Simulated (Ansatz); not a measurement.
# PbF2: the cost of one run

Computed with Ansatz 0.2.0 (DFT PBE, scalar-relativistic, plane waves, PAW, unless a step's input says otherwise).

## (1) The structure to begin with

The structure is orthorhombic, space group Aea2 (No. 41). The conventional cell has a = 6.024 Å, b = 6.004 Å, c = 6.023 Å, α = 90.00°, β = 90.00°, γ = 90.00°. Around Pb (site symmetry 2) lie 8 F at 2.54 to 2.72 Å. Around F (site symmetry 1) lie 4 Pb at 2.54 to 2.72 Å.

Structure file:

```
CELL_PARAMETERS angstrom
6.02406 0.00000 0.00000
0.00000 3.00205 3.01128
0.00000 -3.00205 3.01128
ATOMIC_POSITIONS crystal
Pb 0.50000 0.97748 0.97748
Pb 0.00000 0.47748 0.47748
F 0.76477 0.97361 0.45867
F 0.23523 0.45867 0.97361
F 0.73523 0.47361 0.95867
F 0.26477 0.95867 0.47361
```

This is candidate A: structure listed in a database for this formula (Aea2, No. 41).

(A quick probe on a coarse mesh, which set the mesh and smearing, is not shown.)

## (3) Relaxing cell and atoms (candidate A)

The input, input.yaml:

```yaml
crystal:
  lattice:
    - [6.024056, 0.0, 0.0]
    - [0.0, 3.00205, 3.011285]
    - [0.0, -3.00205, 3.011285]
  atoms:
    - { symbol: Pb, position: [0.5, 0.977479, 0.977479] }
    - { symbol: Pb, position: [0.0, 0.477479, 0.477479] }
    - { symbol: F, position: [0.764773, 0.973608, 0.458666] }
    - { symbol: F, position: [0.235227, 0.458666, 0.973608] }
    - { symbol: F, position: [0.735227, 0.473608, 0.958666] }
    - { symbol: F, position: [0.264773, 0.958666, 0.473608] }
basis:
  ecutwfc: 420
kpoints:
  mp_grid: { grid: [4, 6, 6] }
hamiltonian:
  xc: pbe
scf:
  occupations: { method: gaussian, width: 0.02 }
output:
  forces: true
  stress: true
  eigenvalues: true
relax:
  adjacent_minimum: "off"
  f_tol: 0.01
  max_steps: 80
  cell: { stress_tol: 0.05 }
```

On the command line:

```bash
ansatz run input.yaml --threads 1 --pin off --max-ram 2560MiB --backend cpu --events-out ev --progress --plain --runs-dir out
```

What time and memory should one allow on 1 thread of Arm Neoverse V1, shared host?

About 1.9 min, with a peak of 0.39 GiB.
